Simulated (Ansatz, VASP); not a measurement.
**One calculation of Be4Se, two programs**

Contents of INCAR:

```
SYSTEM = Be4Se
  PREC = Accurate
  ENCUT = 600
  EDIFF = 1E-7
  ISMEAR = 0
  SIGMA = 0.1
  LREAL = .False.
  LASPH = .True.
  NELM = 60
  ALGO = Normal
  ISIF = 3
  LWAVE = .False.
  LCHARG = .False.
  GGA = PE
  IBRION = 2
  NSW = 90
  EDIFFG = -0.04
```

Contents of KPOINTS:

```
Automatic mesh
0
Gamma
  6 6 4
  0 0 0
```

POSCAR

```
Be4Se
1.0
    3.4860536400      0.0000000000      0.0000000000
    0.0000000000      3.4860536400      0.0000000000
    0.0000000000      0.0000000000      4.6133679100
Be Se
4 1
Direct
    0.0000000000      0.0000000000      0.5000000000
    0.5000000000      0.0000000000      0.5000000000
    0.0000000000      0.5000000000      0.5000000000
    0.0000000000      0.0000000000      0.0000000000
    0.5000000000      0.5000000000      0.0000000000
```

Input for Ansatz:

```yaml
crystal:
  lattice:
    - [3.48605364, 0.0, 0.0]
    - [0.0, 3.48605364, 0.0]
    - [0.0, 0.0, 4.61336791]
  atoms:
    - { symbol: Be, position: [0.0, 0.0, 0.5] }
    - { symbol: Be, position: [0.5, 0.0, 0.5] }
    - { symbol: Be, position: [0.0, 0.5, 0.5] }
    - { symbol: Be, position: [0.0, 0.0, 0.0] }
    - { symbol: Se, position: [0.5, 0.5, 0.0] }
basis:
  ecutwfc: 420
kpoints:
  mp_grid: { grid: [6, 6, 4] }
hamiltonian:
  xc: pbe
scf:
  occupations: { method: gaussian, width: 0.1 }
  lower_state_search: "off"
output:
  forces: true
  stress: true
  eigenvalues: true
relax:
  adjacent_minimum: "off"
  f_tol: 0.04
  max_steps: 70
  cell: { stress_tol: 0.4 }
```

Alike in both runs: task relaxation of cell and atoms; functional PBE; k mesh 6 × 6 × 4; occupations gaussian, width 0.1 eV; no spin polarisation.

|  | VASP | Ansatz |
| --- | --- | --- |
| version | VASP 6.6.1 | Ansatz 0.2.0 |
| potentials or method | VASP PAW PBE potentials, release 64 (Be, Se) | scalar-relativistic, plane waves, PAW |
| plane-wave cutoff (eV) | 600 | 420 |
| valence electrons in the cell | 14 | 24 |

```tsv
	VASP	Ansatz	Ansatz less VASP
gap on the k mesh at the Fermi level, each at its own relaxed structure (eV)	none	none	-
relaxed volume (Å³/atom)	12.44	12.41	-0.034
relaxed cell length with the largest relative difference (Å)	3.951	3.941	-0.0098
energy change over the relaxation (meV/atom)	-231	-230	+0.8
```

A gap of «none» marks a metal or a gap that the smearing closes. The two sets of potentials don't hold the same shells in valence.
